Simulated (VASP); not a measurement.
Write the native input for VASP 6.6.1 that does the following.

| Quantity | Value |
| --- | --- |
| Task | band structure |
| Functional | HSE06 |
| Potentials or basis | VASP PAW PBE potentials, release 64 (Ga_d, Se) |
| Cutoff | 520 eV |
| k mesh | 6 × 6 × 1 |
| Occupations | gaussian, width 0.03 eV |
| Spin | no spin polarisation |
| Grid for exact exchange (PRECFOCK) | Fast |
| Screening parameter | 0.2 1/A |
| Further INCAR settings | ALGO = Normal; EDIFF = 1e-06; NBANDS = 48 |

GaSe:

```xyz
8
Lattice="3.7710 0.0000 0.0000 -1.8855 3.2658 0.0000 0.0000 0.0000 15.9667" Properties=species:S:1:pos:R:3 pbc="T T T"
Ga    0.0000    2.1772    2.7696
Ga    1.8855    1.0886   10.7530
Ga    0.0000    2.1772    5.2137
Ga    1.8855    1.0886   13.1971
Se    0.0000    2.1772    9.5721
Se    1.8855    1.0886    1.5888
Se    0.0000    2.1772   14.3779
Se    1.8855    1.0886    6.3946
```

These files were run (other wordings do the same):

POSCAR

```
GaSe                                    
1.0
    3.7709714895     -0.0000000000      0.0000000000
   -1.8854857447      3.2657571068     -0.0000000000
    0.0000000000      0.0000000000     15.9666906441
  Ga              Se            
     4     4
Direct
     0.3333333332999970    0.6666666667000030    0.1734622962948735
     0.6666666667000030    0.3333333332999970    0.6734622962948734
     0.3333333332999970    0.6666666667000030    0.3265377037051265
     0.6666666667000030    0.3333333332999970    0.8265377037051266
     0.3333333332999970    0.6666666667000030    0.5995067271578944
     0.6666666667000030    0.3333333332999970    0.0995067271578945
     0.3333333332999970    0.6666666667000030    0.9004932728421056
     0.6666666667000030    0.3333333332999970    0.4004932728421055
```

INCAR.step1

```
SYSTEM = GaSe
PREC     = Accurate       ! precision mode
ENCUT    = 520            ! plane-wave cutoff, eV
EDIFF    = 1E-5           ! SCF threshold, eV
ISMEAR   = 0              ! smearing method
SIGMA    = 0.03           ! smearing width, eV
LREAL    = .False.        ! projectors in reciprocal space
LASPH    = .True.         ! aspherical terms in the spheres
NELM     = 80             ! most SCF steps
ALGO     = Normal         ! electronic algorithm
ISIF     = 2              ! what is computed and relaxed
LWAVE    = .True.         ! write WAVECAR
LCHARG   = .False.        ! write CHGCAR
NBANDS   = 48             ! bands
KPAR     = 4            
GGA      = PE             ! functional
```

INCAR.step2

```
SYSTEM = GaSe
PREC     = Accurate       ! precision mode
ENCUT    = 520            ! plane-wave cutoff, eV
EDIFF    = 1E-6           ! SCF threshold, eV
ISMEAR   = 0              ! smearing method
SIGMA    = 0.03           ! smearing width, eV
LREAL    = .False.        ! projectors in reciprocal space
LASPH    = .True.         ! aspherical terms in the spheres
NELM     = 80             ! most SCF steps
ALGO     = Normal         ! electronic algorithm
ISIF     = 2              ! what is computed and relaxed
LWAVE    = .False.        ! write WAVECAR
LCHARG   = .False.        ! write CHGCAR
GGA      = PE             ! functional
LHFCALC  = .True.         ! exact exchange
HFSCREEN = 0.2            ! screening, 1/A
PRECFOCK = Fast         
NBANDS   = 48             ! bands
KPAR     = 4            
ISTART   = 1
```

KPOINTS

```
Automatic mesh
0
Gamma
  6 6 1
  0 0 0
```

KPOINTS_OPT

```
explicit points
6
Reciprocal
 0.0000000000  0.0000000000  0.0000000000 1
 0.0000000000  0.0000000000  0.5000000000 1
 0.3333333333  0.3333333333  0.5000000000 1
 0.3333333333  0.3333333333  0.0000000000 1
 0.5000000000  0.0000000000  0.5000000000 1
 0.5000000000  0.0000000000  0.0000000000 1
```

Potentials or basis: VASP PAW PBE potentials, release 64 (Ga_d, Se).

The run is started by

```bash
$ cat potpaw_PBE.64/Ga_d/POTCAR potpaw_PBE.64/Se/POTCAR > POTCAR
$ cp INCAR.step1 INCAR
$ mpirun -np 4 vasp_std > vasp.out
$ cp INCAR.step2 INCAR
$ mpirun -np 4 vasp_std > vasp.out
```

Results of the run:

```yaml
Pressure: 0.1 GPa
Largest_force: 0.352 eV/Å
Band_gap_on_the_k_mesh: 1.75 eV, direct
Band_gap_along_the_path: 1.75 eV, direct
```

Caveat: the PAW data sets were made with another functional, which shifts forces and pressure a little; this functional lacks dispersion, which binds the layers, so the pressure and a relaxed spacing across them are unreliable.

Run time: 49 min on 4 MPI ranks on Intel(R) Xeon(R) Platinum 8488C (Sapphire Rapids), on a shared host, peak memory 0.53 GiB a rank.
